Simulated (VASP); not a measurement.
Write the native input for VASP 6.6.1 that does the following.

| Quantity | Value |
| --- | --- |
| Task | density of states |
| Functional | PBE |
| Potentials or basis | VASP PAW PBE potentials, release 64 (Cu, N) |
| Cutoff | 520 eV |
| k mesh | 10 × 10 × 10 |
| Occupations | fermi-dirac, width 0.08 eV |
| Spin | no spin polarisation |
| Dipole correction | no |
| k mesh for the DOS | 15 × 15 × 15 |
| Occupations for the DOS | tetrahedron |
| Further INCAR settings | ALGO = Normal; EDIFF = 1e-06 |

Crystal: Cu3N.

```
Cu N
1.0
     3.81400    0.00000    0.00000
     0.00000    3.81400    0.00000
     0.00000    0.00000    3.81400
Cu N
3 1
Direct
  0.50000 0.00000 0.00000
  0.00000 0.50000 0.00000
  0.00000 0.00000 0.50000
  0.00000 0.00000 0.00000
```

One way to write it, as run:

POSCAR

```
Cu3N
1.0
    3.8140000000      0.0000000000      0.0000000000
    0.0000000000      3.8140000000      0.0000000000
    0.0000000000      0.0000000000      3.8140000000
Cu N
3 1
Direct
    0.5000000000      0.0000000000      0.0000000000
    0.0000000000      0.5000000000      0.0000000000
    0.0000000000      0.0000000000      0.5000000000
    0.0000000000      0.0000000000      0.0000000000
```

INCAR.step1

```
ALGO = Normal
EDIFF = 1E-6
ENCUT = 520
GGA = PE
ISIF = 2
ISMEAR = -1
LASPH = T
LCHARG = T
LMAXMIX = 4
LREAL = F
LWAVE = F
NBANDS = 27
NELM = 100
PREC = Accurate
SIGMA = 0.08
```

KPOINTS.step1

```
k-points
0
Gamma
  10 10 10
```

INCAR.step2

```
ALGO = Normal
EDIFF = 1E-6
ENCUT = 520
GGA = PE
ICHARG = 11
ISIF = 2
ISMEAR = -5
LASPH = T
LCHARG = F
LMAXMIX = 4
LORBIT = 10
LREAL = F
LWAVE = F
NEDOS = 2001
NELM = 100
PREC = Accurate
SIGMA = 0.08
```

KPOINTS.step2

```
k-points
0
Gamma
  15 15 15
```

Potentials or basis: VASP PAW PBE potentials, release 64 (Cu, N).

Launch:

```bash
$ cat potpaw_PBE.64/Cu/POTCAR potpaw_PBE.64/N/POTCAR > POTCAR
$ cp INCAR.step1 INCAR
$ cp KPOINTS.step1 KPOINTS
$ mpirun -np 1 vasp_std > vasp.out
$ cp INCAR.step2 INCAR
$ cp KPOINTS.step2 KPOINTS
$ mpirun -np 1 vasp_std > vasp.out
```

It gave:

```
Valence electrons inside the program's atomic spheres : Cu 10.03; N 3.72
```

Wall time 110 s on 1 thread of Intel(R) Xeon(R) Platinum 8375C CPU @ 2.90GHz (Ice Lake), with other jobs on the host, peak memory 0.24 GiB.
